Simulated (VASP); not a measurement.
# GaP: NMR shieldings, part 3 of 4

Wanted: the shieldings and field gradients at the nuclei of GaP. The cell is of the zinc-blende type, one of the forms listed for this formula, which need not be the common one. The start is a cell from a database of measured crystal structures.

VASP 6.6.1, plane waves and PAW; the level of theory is named at each step.

So far, gap on the k-mesh (eV): step 2 (ground state, PBE) 1.59; step 3 (shielding tensors) 1.61.

**4. Other data sets, pseudo set GW light**

This step: chemical shifts by linear response (GIPAW), PBE; plane waves and PAW (Ga_d_GW, P_GW) (VASP 6.6.1).

Other PAW data sets are tried: Ga_d_GW and P_GW of the family PBE 64, at ENCUT = 570 eV. Names, family and cutoff change together where the inputs show it, so the difference holds all of them.

The input, INCAR:

```
SYSTEM = GaP
PREC = Accurate
ENCUT = 570
EDIFF = 1E-09
NELM = 100
ISMEAR = 0
SIGMA = 0.01
LREAL = .FALSE.
ALGO = Normal
GGA = PE
NBANDS = 15
LWAVE = .FALSE.
LCHARG = .FALSE.
KPAR = 2
LCHIMAG = .TRUE.
LEFG = .TRUE.
DQ = 0.001
ICHIBARE = 1
LNMR_SYM_RED = .TRUE.
```

The input, POSCAR:

```
GaP
1.0
    0.0000000000      2.7252500000      2.7252500000
    2.7252500000      0.0000000000      2.7252500000
    2.7252500000      2.7252500000      0.0000000000
Ga P
1 1
Direct
    0.0000000000      0.0000000000      0.0000000000
    0.7500000000      0.7500000000      0.7500000000
```

The input, KPOINTS:

```
Automatic mesh
0
Gamma
13 13 13
0 0 0
```

The projector-augmented-wave data sets are Ga_d_GW and P_GW (PBE family, release 64).

Launch:

```sh
> mpirun -np 2 vasp_std
```

Log:

```text
[... set-up lines as in an earlier step ...]
 entering main loop
       N       E                     dE             d eps       ncg     rms          rms(c)
DAV:   1     0.131674765704E+03    0.13167E+03   -0.10601E+04  2687   0.167E+03
DAV:   2     0.267846569356E+01   -0.12900E+03   -0.12449E+03  2849   0.377E+02
DAV:   3    -0.885875059108E+01   -0.11537E+02   -0.11465E+02  3465   0.139E+02
DAV:   4    -0.936388239072E+01   -0.50513E+00   -0.50497E+00  3726   0.317E+01
DAV:   5    -0.937997293098E+01   -0.16091E-01   -0.16090E-01  3866   0.398E+00    0.433E+00
DAV:   6    -0.912930522643E+01    0.25067E+00   -0.44852E-01  4032   0.154E+01    0.235E+00
DAV:   7    -0.909938948656E+01    0.29916E-01   -0.10139E-01  3574   0.303E+00    0.946E-01
DAV:   8    -0.909947646688E+01   -0.86980E-04   -0.77914E-03  3216   0.729E-01    0.142E-01
DAV:   9    -0.909980248857E+01   -0.32602E-03   -0.10252E-03  3651   0.341E-01    0.435E-02
DAV:  10    -0.909994910228E+01   -0.14661E-03   -0.16999E-04  3453   0.113E-01    0.997E-03
DAV:  11    -0.909996127004E+01   -0.12168E-04   -0.19809E-05  3834   0.426E-02    0.281E-03
DAV:  12    -0.909996189917E+01   -0.62914E-06   -0.12917E-06  3347   0.955E-03    0.454E-04
DAV:  13    -0.909996189969E+01   -0.51296E-09   -0.52811E-08  4281   0.187E-03    0.157E-04
DAV:  14    -0.909996190859E+01   -0.89071E-08   -0.43015E-09  3289   0.510E-04    0.319E-05
DAV:  15    -0.909996190994E+01   -0.13506E-08   -0.12773E-10  2625   0.129E-04    0.916E-06
DAV:  16    -0.909996191044E+01   -0.49431E-09   -0.45091E-11  2142   0.104E-04
ion   1
     0.0000000    -0.0000000    -0.0000000    -0.0000000    -0.0000000     0.0000000
     0.0000481    -0.0000000    -0.0000000    -0.0000000    -0.0000000     0.0000000
     0.0000628    -0.0000000    -0.0000000    -0.0000000    -0.0000000     0.0000000
     0.0000820    -0.0000000    -0.0000000    -0.0000000    -0.0000000     0.0000000
     0.0001070    -0.0000000    -0.0000000    -0.0000000    -0.0000000     0.0000000

     0.0000000    -0.0000000    -0.0000000    -0.0000000    -0.0000000     0.0000000
     0.0000481    -0.0000000    -0.0000000    -0.0000000    -0.0000000     0.0000000
     0.0000628    -0.0000000    -0.0000000    -0.0000000    -0.0000000     0.0000000
     0.0000820    -0.0000000    -0.0000000    -0.0000000    -0.0000000     0.0000000
     0.0001070    -0.0000000    -0.0000000    -0.0000000    -0.0000000     0.0000000

ion   2
     0.0000000    -0.0000000    -0.0000000    -0.0000000    -0.0000000     0.0000000
     0.0000365    -0.0000000    -0.0000000    -0.0000000    -0.0000000     0.0000000
     0.0000503    -0.0000000    -0.0000000    -0.0000000    -0.0000000     0.0000000
     0.0000692    -0.0000000    -0.0000000    -0.0000000    -0.0000000     0.0000000
     0.0000953    -0.0000000    -0.0000000    -0.0000000    -0.0000000     0.0000000

     0.0000000    -0.0000000    -0.0000000    -0.0000000    -0.0000000     0.0000000
     0.0000365    -0.0000000    -0.0000000    -0.0000000    -0.0000000     0.0000000
     0.0000503    -0.0000000    -0.0000000    -0.0000000    -0.0000000     0.0000000
     0.0000692    -0.0000000    -0.0000000    -0.0000000    -0.0000000     0.0000000
     0.0000953    -0.0000000    -0.0000000    -0.0000000    -0.0000000     0.0000000

   1 F= -.90999619E+01 E0= -.90999619E+01  d E =-.440081E-43
DAV:   1    -0.107438038577E+03   -0.10744E+03    0.00000E+00     0   0.000E+00
DAV:   2    -0.107438038577E+03    0.00000E+00    0.00000E+00     0   0.000E+00
BDIR= 1  IDIR= 2  IQ= -1
DAV:   1    -0.214871067224E+03   -0.21487E+03   -0.17847E-02  3410   0.106E+00
DAV:   2    -0.214871115942E+03   -0.48718E-04   -0.48718E-04  3041   0.242E-01
DAV:   3    -0.214871118250E+03   -0.23073E-05   -0.23073E-05  4283   0.484E-02
DAV:   4    -0.214871118283E+03   -0.33260E-07   -0.33262E-07  3114   0.505E-03
DAV:   5    -0.214871118285E+03   -0.20260E-08   -0.20294E-08  4273   0.112E-03
DAV:   6    -0.214871118285E+03   -0.34277E-10   -0.28166E-10  2462   0.166E-04
       N       E                     dE             d eps       ncg     rms
RMM:   1    -0.322958933165E+02   -0.32296E+02   -0.12277E+02  3022   0.153E+02
RMM:   2    -0.421065900565E+02   -0.98107E+01   -0.78902E+01  5364   0.292E+01
RMM:   3    -0.429161294729E+02   -0.80954E+00   -0.20799E+00  5326   0.660E+00
RMM:   4    -0.429744732037E+02   -0.58344E-01   -0.19410E-01  5482   0.208E+00
RMM:   5    -0.429802397518E+02   -0.57665E-02   -0.21736E-02  5581   0.643E-01
RMM:   6    -0.429807714736E+02   -0.53172E-03   -0.23649E-03  5719   0.211E-01
RMM:   7    -0.429808340231E+02   -0.62549E-04   -0.15911E-04  5762   0.639E-02
RMM:   8    -0.429808398612E+02   -0.58381E-05   -0.25840E-05  5827   0.214E-02
RMM:   9    -0.429808405099E+02   -0.64864E-06   -0.24155E-06  5831   0.694E-03
RMM:  10    -0.429808405943E+02   -0.84453E-07   -0.38546E-07  5849   0.231E-03
RMM:  11    -0.429808406040E+02   -0.96826E-08   -0.31872E-08  5766   0.728E-04
RMM:  12    -0.429808406050E+02   -0.99999E-09   -0.37100E-09  5243   0.242E-04
BDIR= 1  IDIR= 2  IQ=  0
DAV:   1    -0.214876096059E+03   -0.21488E+03   -0.23813E-11  2009   0.709E-05
DAV:   2    -0.214876096059E+03   -0.15518E-10   -0.11711E-11  1778   0.380E-05
       N       E                     dE             d eps       ncg     rms
RMM:   1    -0.322999914319E+02   -0.32300E+02   -0.12249E+02  3021   0.153E+02
RMM:   2    -0.421951643356E+02   -0.98952E+01   -0.79680E+01  5352   0.292E+01
RMM:   3    -0.429824848691E+02   -0.78732E+00   -0.20515E+00  5302   0.657E+00
RMM:   4    -0.430389315363E+02   -0.56447E-01   -0.17539E-01  5444   0.203E+00
RMM:   5    -0.430445809913E+02   -0.56495E-02   -0.21486E-02  5553   0.629E-01
RMM:   6    -0.430450884444E+02   -0.50745E-03   -0.22697E-03  5665   0.205E-01
RMM:   7    -0.430451467851E+02   -0.58341E-04   -0.14538E-04  5696   0.616E-02
RMM:   8    -0.430451522281E+02   -0.54430E-05   -0.24179E-05  5732   0.204E-02
RMM:   9    -0.430451528002E+02   -0.57214E-06   -0.21007E-06  5748   0.662E-03
RMM:  10    -0.430451528757E+02   -0.75460E-07   -0.34045E-07  5698   0.219E-03
RMM:  11    -0.430451528845E+02   -0.88515E-08   -0.31184E-08  5576   0.705E-04
RMM:  12    -0.430451528855E+02   -0.99984E-09   -0.36791E-09  5009   0.236E-04
BDIR= 1  IDIR= 2  IQ=  1
DAV:   1    -0.214881496593E+03   -0.21488E+03   -0.17845E-02  3417   0.106E+00
DAV:   2    -0.214881545258E+03   -0.48665E-04   -0.48665E-04  3079   0.243E-01
DAV:   3    -0.214881547508E+03   -0.22502E-05   -0.22502E-05  4260   0.479E-02
DAV:   4    -0.214881547541E+03   -0.32224E-07   -0.32238E-07  3186   0.501E-03
DAV:   5    -0.214881547543E+03   -0.19573E-08   -0.19532E-08  4247   0.111E-03
[...]
N       E                     dE             d eps       ncg     rms
RMM:   1    -0.361397988355E+02   -0.36140E+02   -0.91360E+01  3015   0.153E+02
RMM:   2    -0.570050976839E+02   -0.20865E+02   -0.18452E+02  5504   0.342E+01
RMM:   3    -0.584034900280E+02   -0.13984E+01   -0.35664E+00  5379   0.791E+00
RMM:   4    -0.585031169069E+02   -0.99627E-01   -0.33617E-01  5481   0.249E+00
RMM:   5    -0.585127016497E+02   -0.95847E-02   -0.33856E-02  5535   0.811E-01
RMM:   6    -0.585134942219E+02   -0.79257E-03   -0.35995E-03  5760   0.278E-01
RMM:   7    -0.585135986829E+02   -0.10446E-03   -0.32659E-04  5703   0.862E-02
RMM:   8    -0.585136091002E+02   -0.10417E-04   -0.47172E-05  5850   0.299E-02
RMM:   9    -0.585136102740E+02   -0.11738E-05   -0.43663E-06  5792   0.932E-03
RMM:  10    -0.585136104003E+02   -0.12630E-06   -0.57341E-07  5852   0.310E-03
RMM:  11    -0.585136104156E+02   -0.15349E-07   -0.68175E-08  5747   0.101E-03
RMM:  12    -0.585136104176E+02   -0.19499E-08   -0.78738E-09  5461   0.343E-04
RMM:  13    -0.585136104178E+02   -0.27345E-09   -0.11493E-09  4346   0.119E-04
BDIR= 3  IDIR= 1  IQ=  1
DAV:   1    -0.214898192758E+03   -0.21490E+03   -0.16857E-02  3438   0.107E+00
DAV:   2    -0.214898242245E+03   -0.49487E-04   -0.49487E-04  2984   0.241E-01
DAV:   3    -0.214898244847E+03   -0.26019E-05   -0.26019E-05  4288   0.500E-02
DAV:   4    -0.214898244887E+03   -0.39784E-07   -0.39825E-07  3130   0.529E-03
DAV:   5    -0.214898244889E+03   -0.23752E-08   -0.23429E-08  4272   0.116E-03
DAV:   6    -0.214898244889E+03   -0.48317E-11   -0.32995E-10  2516   0.166E-04
       N       E                     dE             d eps       ncg     rms
RMM:   1    -0.361513619926E+02   -0.36151E+02   -0.91310E+01  3017   0.153E+02
RMM:   2    -0.570264049192E+02   -0.20875E+02   -0.18459E+02  5512   0.342E+01
RMM:   3    -0.584210412594E+02   -0.13946E+01   -0.35467E+00  5406   0.792E+00
RMM:   4    -0.585196529111E+02   -0.98612E-01   -0.33348E-01  5515   0.249E+00
RMM:   5    -0.585291389168E+02   -0.94860E-02   -0.33583E-02  5586   0.811E-01
RMM:   6    -0.585299343586E+02   -0.79544E-03   -0.35795E-03  5793   0.279E-01
RMM:   7    -0.585300381996E+02   -0.10384E-03   -0.32869E-04  5737   0.864E-02
RMM:   8    -0.585300485638E+02   -0.10364E-04   -0.47057E-05  5901   0.300E-02
RMM:   9    -0.585300497759E+02   -0.12121E-05   -0.45711E-06  5836   0.943E-03
RMM:  10    -0.585300499030E+02   -0.12714E-06   -0.55623E-07  5919   0.312E-03
RMM:  11    -0.585300499184E+02   -0.15401E-07   -0.67763E-08  5825   0.102E-03
RMM:  12    -0.585300499204E+02   -0.20377E-08   -0.79669E-09  5523   0.344E-04
RMM:  13    -0.585300499207E+02   -0.25697E-09   -0.10906E-09  4430   0.119E-04
BDIR= 3  IDIR= 2  IQ= -1
DAV:   1    -0.214871067224E+03   -0.21487E+03   -0.17847E-02  3410   0.106E+00
DAV:   2    -0.214871115942E+03   -0.48718E-04   -0.48718E-04  3041   0.242E-01
DAV:   3    -0.214871118250E+03   -0.23073E-05   -0.23073E-05  4283   0.484E-02
DAV:   4    -0.214871118283E+03   -0.33240E-07   -0.33262E-07  3114   0.505E-03
DAV:   5    -0.214871118285E+03   -0.20415E-08   -0.20293E-08  4273   0.112E-03
DAV:   6    -0.214871118285E+03   -0.31946E-10   -0.28170E-10  2462   0.166E-04
       N       E                     dE             d eps       ncg     rms
RMM:   1    -0.356070125211E+02   -0.35607E+02   -0.98430E+01  2998   0.156E+02
RMM:   2    -0.551809927650E+02   -0.19574E+02   -0.17238E+02  5488   0.332E+01
RMM:   3    -0.564278573067E+02   -0.12469E+01   -0.31559E+00  5393   0.763E+00
RMM:   4    -0.565205425516E+02   -0.92685E-01   -0.32415E-01  5504   0.240E+00
RMM:   5    -0.565292077343E+02   -0.86652E-02   -0.30759E-02  5604   0.791E-01
RMM:   6    -0.565299593056E+02   -0.75157E-03   -0.34673E-03  5805   0.265E-01
RMM:   7    -0.565300519047E+02   -0.92599E-04   -0.27629E-04  5743   0.805E-02
RMM:   8    -0.565300610080E+02   -0.91033E-05   -0.45843E-05  5879   0.276E-02
RMM:   9    -0.565300619890E+02   -0.98094E-06   -0.37753E-06  5837   0.875E-03
RMM:  10    -0.565300621097E+02   -0.12071E-06   -0.53188E-07  5895   0.294E-03
RMM:  11    -0.565300621253E+02   -0.15647E-07   -0.66269E-08  5800   0.973E-04
RMM:  12    -0.565300621274E+02   -0.20332E-08   -0.94324E-09  5466   0.333E-04
RMM:  13    -0.565300621276E+02   -0.26818E-09   -0.11753E-09  4359   0.119E-04
BDIR= 3  IDIR= 2  IQ=  0
DAV:   1    -0.214876096059E+03   -0.21488E+03   -0.23876E-11  2009   0.709E-05
DAV:   2    -0.214876096059E+03    0.18474E-11   -0.11526E-11  1778   0.380E-05
       N       E                     dE             d eps       ncg     rms
RMM:   1    -0.355742653096E+02   -0.35574E+02   -0.99101E+01  2999   0.156E+02
RMM:   2    -0.548279677710E+02   -0.19254E+02   -0.16931E+02  5472   0.331E+01
RMM:   3    -0.562330260217E+02   -0.14051E+01   -0.32927E+00  5366   0.765E+00
RMM:   4    -0.563295847535E+02   -0.96559E-01   -0.35405E-01  5467   0.242E+00
RMM:   5    -0.563387189953E+02   -0.91342E-02   -0.30566E-02  5549   0.790E-01
RMM:   6    -0.563394662129E+02   -0.74722E-03   -0.35557E-03  5761   0.264E-01
RMM:   7    -0.563395555283E+02   -0.89315E-04   -0.25431E-04  5704   0.791E-02
RMM:   8    -0.563395636519E+02   -0.81236E-05   -0.39295E-05  5808   0.269E-02
RMM:   9    -0.563395644938E+02   -0.84183E-06   -0.33057E-06  5771   0.852E-03
RMM:  10    -0.563395645895E+02   -0.95749E-07   -0.42892E-07  5809   0.285E-03
RMM:  11    -0.563395646017E+02   -0.12156E-07   -0.56619E-08  5643   0.945E-04
RMM:  12    -0.563395646032E+02   -0.15220E-08   -0.59885E-09  5338   0.323E-04
RMM:  13    -0.563395646034E+02   -0.19662E-09   -0.97251E-10  4292   0.116E-04
BDIR= 3  IDIR= 2  IQ=  1
DAV:   1    -0.214881496593E+03   -0.21488E+03   -0.17845E-02  3417   0.106E+00
DAV:   2    -0.214881545258E+03   -0.48665E-04   -0.48665E-04  3079   0.243E-01
DAV:   3    -0.214881547508E+03   -0.22503E-05   -0.22502E-05  4260   0.479E-02
DAV:   4    -0.214881547541E+03   -0.32245E-07   -0.32238E-07  3186   0.501E-03
DAV:   5    -0.214881547543E+03   -0.19552E-08   -0.19532E-08  4247   0.111E-03
DAV:   6    -0.214881547543E+03    0.71054E-12   -0.25788E-10  2431   0.160E-04
       N       E                     dE             d eps       ncg     rms
RMM:   1    -0.355397031370E+02   -0.35540E+02   -0.99758E+01  3004   0.156E+02
RMM:   2    -0.545994170713E+02   -0.19060E+02   -0.16752E+02  5484   0.331E+01
RMM:   3    -0.560387030429E+02   -0.14393E+01   -0.33198E+00  5393   0.768E+00
RMM:   4    -0.561371801757E+02   -0.98477E-01   -0.36786E-01  5513   0.245E+00
RMM:   5    -0.561464672400E+02   -0.92871E-02   -0.29374E-02  5596   0.793E-01
RMM:   6    -0.561472250031E+02   -0.75776E-03   -0.36813E-03  5818   0.266E-01
RMM:   7    -0.561473185953E+02   -0.93592E-04   -0.27098E-04  5745   0.799E-02
RMM:   8    -0.561473274914E+02   -0.88960E-05   -0.40871E-05  5901   0.273E-02
RMM:   9    -0.561473283850E+02   -0.89363E-06   -0.35538E-06  5853   0.865E-03
RMM:  10    -0.561473284872E+02   -0.10216E-06   -0.46326E-07  5908   0.289E-03
RMM:  11    -0.561473285002E+02   -0.13095E-07   -0.59807E-08  5787   0.954E-04
RMM:  12    -0.561473285018E+02   -0.15970E-08   -0.64865E-09  5471   0.327E-04
RMM:  13    -0.561473285020E+02   -0.20037E-09   -0.97020E-10  4368   0.116E-04
       N       E                     dE             d eps       ncg     rms
RLQ:   1    -0.367874724122E+01   -0.36787E+01   -0.32084E+02  2518   0.351E+02
RLQ:   2    -0.379299256787E+01   -0.11425E+00   -0.21400E-01  4909   0.346E+00
RLQ:   3    -0.379993714252E+01   -0.69446E-02   -0.20347E-02  5133   0.927E-01
RLQ:   4    -0.380049029743E+01   -0.55315E-03   -0.20656E-03  5218   0.280E-01
RLQ:   5    -0.380055444018E+01   -0.64143E-04   -0.21036E-04  5328   0.965E-02
RLQ:   6    -0.380056177690E+01   -0.73367E-05   -0.30044E-05  5435   0.339E-02
RLQ:   7    -0.380056274716E+01   -0.97026E-06   -0.39018E-06  5524   0.116E-02
RLQ:   8    -0.380056286009E+01   -0.11293E-06   -0.48453E-07  5485   0.367E-03
RLQ:   9    -0.380056287292E+01   -0.12831E-07   -0.46870E-08  5145   0.106E-03
RLQ:  10    -0.380056287404E+01   -0.11135E-08   -0.48927E-09  4641   0.330E-04
RLQ:  11    -0.380056287417E+01   -0.13023E-09   -0.52213E-10  3828   0.118E-04
```

Elapsed: 19 min, on 2 MPI ranks of Intel Xeon 6975P-C (Granite Rapids), shared host; peak memory 0.97 GiB.

(Continued in part 4 of 4.)

[Lines on the potential files, build, host, timing and source positions are cut from VASP's logs without a mark.]

[Logs are printed without paths, hosts, clocks, repeated set-up lines and the standing remarks that a program may print on its own settings, such as how far it seeks lower states.]

[Hosts, paths, dates, database ids (printed as entryN), source tags and the programs' standing remarks are cut or masked in the printed files.]
